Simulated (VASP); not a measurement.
# SnO (Pmn2_1) in VASP: further runs, part 2 of 2

VASP 6.6.1.

## (3) EvGW0 quasiparticle levels, PBEsol

File POSCAR:

```
SnO
1.0
    3.3550050000      0.0000000000      0.0000000000
    0.0000000000      5.6741040000      0.0000000000
    0.0000000000      0.0000000000      4.2219700000
Sn O
2 2
Direct
    0.5000000000      0.7680910000      0.0131440000
    0.0000000000      0.2319090000      0.5131440000
    0.5000000000      0.1087500000      0.2368570000
    0.0000000000      0.8912500000      0.7368570000
```

File INCAR.step1:

```
PREC = Accurate ; ENCUT = 500
EDIFF = 1E-8 ; ISMEAR = 0
SIGMA = 0.01 ; LREAL = False
LASPH = True ; NELM = 60
ALGO = Normal ; LWAVE = True
LCHARG = False ; GGA = PS
KPAR = 4
```

File INCAR.step2:

```
PREC = Accurate ; ENCUT = 500
EDIFF = 1E-8 ; ISMEAR = 0
SIGMA = 0.01 ; LREAL = False
LASPH = True ; NELM = 1
ALGO = Exact ; LWAVE = True
LCHARG = False ; GGA = PS
NBANDS = 355 ; LOPTICS = True
ISTART = 1 ; KPAR = 4
```

File INCAR.step3:

```
PREC = Accurate ; ENCUT = 500
EDIFF = 1E-8 ; ISMEAR = 0
SIGMA = 0.01 ; LREAL = False
LASPH = True ; ALGO = EVGW0
LWAVE = False ; LCHARG = False
GGA = PS ; NELMGW = 4
NBANDS = 355 ; ENCUTGW = 150
NOMEGA = 50 ; PRECFOCK = Fast
ISTART = 1 ; NBANDSGW = 28
KPAR = 4
```

File KPOINTS:

```
Automatic mesh
0
Gamma
  4 2 4
```

Potentials or basis: VASP PAW PBE potentials, release 64 (Sn_d_GW, O_GW).

Launch:

```console
$ cat potpaw_PBE.64/Sn_d_GW/POTCAR potpaw_PBE.64/O_GW/POTCAR > POTCAR
$ cp INCAR.step1 INCAR
$ mpirun -np 4 vasp_std > vasp.out
$ cp INCAR.step2 INCAR
$ mpirun -np 4 vasp_std > vasp.out
$ cp INCAR.step3 INCAR
$ mpirun -np 4 vasp_std > vasp.out
```

OUTCAR:

```text
PREC = Accurate
   ENCUT = 500
   EDIFF = 1E-8
   ISMEAR = 0
   LREAL = False
   LASPH = True
   GGA = PS
   NELMGW = 4
   ENCUTGW = 150
   PRECFOCK = Fast
   ISTART = 1

 ion  position               nearest neighbor table
   1  0.500  0.768  0.013-   3 2.15   4 2.16   4 2.16
   2  0.000  0.232  0.513-   4 2.15   3 2.16   3 2.16
   3  0.500  0.109  0.237-   1 2.15   2 2.16   2 2.16
   4  0.000  0.891  0.737-   2 2.15   1 2.16   1 2.16

  LATTYP: Found a simple orthorhombic cell.
 ALAT       =     3.3550050000
 B/A-ratio  =     1.2584094510
 C/A-ratio  =     1.6912356315

  Lattice vectors:

 A1 = (  -3.3550050000,   0.0000000000,   0.0000000000)
 A2 = (   0.0000000000,   0.0000000000,   4.2219700000)
 A3 = (   0.0000000000,   5.6741040000,   0.0000000000)

Analysis of symmetry for initial positions (statically):
=====================================================================
 Subroutine PRICEL returns:
 Original cell was already a primitive cell.

 Routine SETGRP: Setting up the symmetry group for a
 simple orthorhombic supercell.

 Subroutine GETGRP returns: Found  4 space group operations
 (whereof  2 operations were pure point group operations)
 out of a pool of  8 trial point group operations.

The static configuration has the point symmetry C_1h.
 The point group associated with its full space group is C_2v.

Analysis of symmetry for dynamics (positions and initial velocities):
=====================================================================
 Subroutine PRICEL returns:
 Original cell was already a primitive cell.

 Routine SETGRP: Setting up the symmetry group for a
 simple orthorhombic supercell.

 Subroutine GETGRP returns: Found  4 space group operations
 (whereof  2 operations were pure point group operations)
 out of a pool of  8 trial point group operations.

The dynamic configuration has the point symmetry C_1h.
[... 91 lines left out ...]
   ISPIN  =      1    spin polarized calculation?
   LNONCOLLINEAR =      F non collinear calculations
   LSORBIT =      F    spin-orbit coupling
   LASPH  =      T    aspherical Exc in radial PAW
   ENCUT  =  500.0 eV  36.75 Ry    6.06 a.u.   6.12 10.35  7.70*2*pi/ulx,y,z
   NELM   =     60;   NELMIN=  2; NELMDL=  0     # of ELM steps
   EDIFF  = 0.1E-07   stopping-criterion for ELM
   LREAL  =      F    real-space projection
   EDIFFG = 0.1E-06   stopping-criterion for IOM
   NSW    =      0    number of steps for IOM
   IBRION =     -1    ionic relax: 0-MD 1-quasi-New 2-CG
   NFREE  =      0    steps in history (QN), initial steepest desc. (CG)
   ISIF   =      0    stress and relaxation
   ISYM   =      3    0-nonsym 1-usesym 2-fastsym
   POTIM  = 0.5000    time-step for ionic-motion
   TEBEG  =    0.0;   TEEND  =   0.0 temperature during run
   PSTRESS=    0.0 pullay stress
   NELECT =      40.0000    total number of electrons
   NUPDOWN=      -1.0000    fix difference up-down
   EMIN   =  10.00;   EMAX   =-10.00  energy-range for DOS
   EFERMI =   0.00;   METHOD = LEGACY
   ISMEAR =     0;   SIGMA  =   0.01  broadening in eV -4-tet -1-fermi 0-gaus
   EFERMI_NEDOS =   21; number of points for ismear=-14 and -15
   IALGO  =     38    algorithm
   IMIX   =      4    mixing-type and parameters
     AMIX     =   0.40;   BMIX     =  1.00
     AMIX_MAG =   1.60;   BMIX_MAG =  1.00
  volume/ion in A,a.u.               =      20.09       135.59
  Fermi-wavevector in a.u.,A,eV,Ry     =   1.297357  2.451650 22.900458  1.683136
  Thomas-Fermi vector in A             =   2.428755
   LORBIT       =      0    0 simple, 1 ext, 2 COOP (PROOUT), +10 PAW based schemes
   GGA     = PS    functional components
   LHFCALC =     T    Hartree Fock is set to
   PRECFOCK=fast      Normal, Fast or Accurate (Low or Medium for compatibility)
   ENCUT4O =  -1.0   cutoff for four orbital integrals eV
   NKREDX  =     1    reduce k-point grid by
   NKREDY  =     1    reduce k-point grid by
   NKREDZ  =     1    reduce k-point grid by
   AEXX    =    1.0000 exact exchange contribution
   HFSCREEN=    0.0000 screening length (either q_TF or 0.3 A-1)
   HFSCREENC=   0.0000 screening length for correlation (either q_TF or 0.3 A-1)
   ENCUTFOCK=  -1.0 apply spherical cutoff to Coloumb kernel
   IVDW    =     0    specifies the selected vdW correction
   LEPSILON=     F    determine dielectric tensor
   LRPA    =     F    only Hartree local field effects (RPA)
   LRPAFORCE           =     F    calculate RPA forces
   ENCUTGW             = 150.0    cutoff for response function in eV
   ENCUTGWSOFT         = 120.0    soft cutoff for Coulomb kernel in GW response function in eV
   ENCUTLF             =  -1.0    cutoff for local field effects
   NELMGW              =     4    number of iterations in solving QP/BSE equation
   NELMHF              =     1    number of iterations in the inner HF iteration
   NKREDLFX            =     1    NKREDLFY  =   1   NKREDLFZ  =   1
 non-spin polarized calculation
 Gauss-broadening in eV      SIGMA  =   0.01
  energy-cutoff  :      500.00
  volume of cell :       80.37
 maximum number of plane-waves:      2056
  NGX = 14; NGY = 24; NGZ = 18
   NGX = 13   NGY = 21   NGZ = 15
 maximum number of plane-waves:       352
 NGX is ok and might be reduce to    14

 QP shifts <psi_nk| G(iteration)W_0 |psi_nk>: iteration 1
 for sc-GW calculations column KS-energies equals QP-energies in previous step
 and V_xc(KS)=  KS-energies - (<T + V_ion + V_H > + <T+V_H+V_ion>^1  + <V_x>^1)

 k-point   1 :       0.0000    0.0000    0.0000
  band No.  KS-energies  QP-energies   sigma(KS)   V_xc(KS)     V^pw_x(r,r')   Z            occupation Imag(sigma)

      1     -18.0537     -20.5390     -21.1741     -17.5052     -27.6003       0.6774       2.0000       0.5116
      2     -17.7317     -20.5448     -21.4072     -17.3997     -27.0635       0.7020       2.0000       0.3666
      3     -17.6424     -20.4366     -21.4340     -17.3986     -26.9945       0.6924       2.0000       0.3105
      4     -17.6193     -20.4781     -21.5490     -17.4813     -27.1246       0.7028       2.0000       0.3467
      5     -17.5919     -20.4904     -21.5749     -17.5038     -27.1509       0.7120       2.0000       0.3450
      6     -17.5572     -20.4238     -21.5373     -17.4870     -27.1358       0.7077       2.0000       0.3389
[... 1829 lines left out ...]
      6     -21.4488     -21.5138     -21.4526      -0.0881     -27.1273       0.7081       2.0000       0.3504
[... 12 lines left out ...]
     19       0.8587       0.8481     -18.4318      19.2753     -22.6148       0.6973       2.0000       0.1649
     20       1.0609       1.0522     -16.6802      17.7288     -20.0302       0.7101       2.0000       0.1485
     21       6.8535       6.8540      -9.7762      16.6304      -5.5859       0.7617
```

OUTCAR.step1:

```text
PREC = Accurate
   ENCUT = 500
   EDIFF = 1E-8
   ISMEAR = 0
   LREAL = False
[... 709 lines left out ...]
      1.67750      4.35823      0.05549         0.000000      0.406800     -0.132136
      0.00000      1.31588      2.16648         0.000000     -0.406800     -0.132136
      1.67750      0.61706      1.00000         0.000000     -0.123712      0.132136
      0.00000      5.05705      3.11099         0.000000      0.123712      0.132136
 -----------------------------------------------------------------------------------
    total drift:                                0.000000      0.000000      0.000606

  FREE ENERGIE OF THE ION-ELECTRON SYSTEM (eV)
  ---------------------------------------------------
  free  energy   TOTEN  =       -23.8838658804 eV

  energy  without entropy=      -23.8838658804  energy(sigma->0) =      -23.88386588
```

It took 42 min on 4 MPI ranks of Intel Xeon Platinum 8488C (Sapphire Rapids), shared host; peak memory 1.8 GiB.

Results:

* Band gap on the k mesh, mean-field level: 1.84 eV, indirect (least direct gap 2.53 eV)
* Quasiparticle gap: 2.80 eV
* Least direct quasiparticle gap: 3.59 eV

Quasiparticle gap after each update of the energies (eV): 2.64, 2.78, 2.80, 2.80

Caveat: the k mesh is coarse (spacing up to 0.55 Å⁻¹), so the values aren't converged; bands, screening cutoff and mesh are small and nothing is extrapolated, so the quasiparticle values aren't converged; spin-orbit coupling is left out, which moves the levels of the heavy elements.
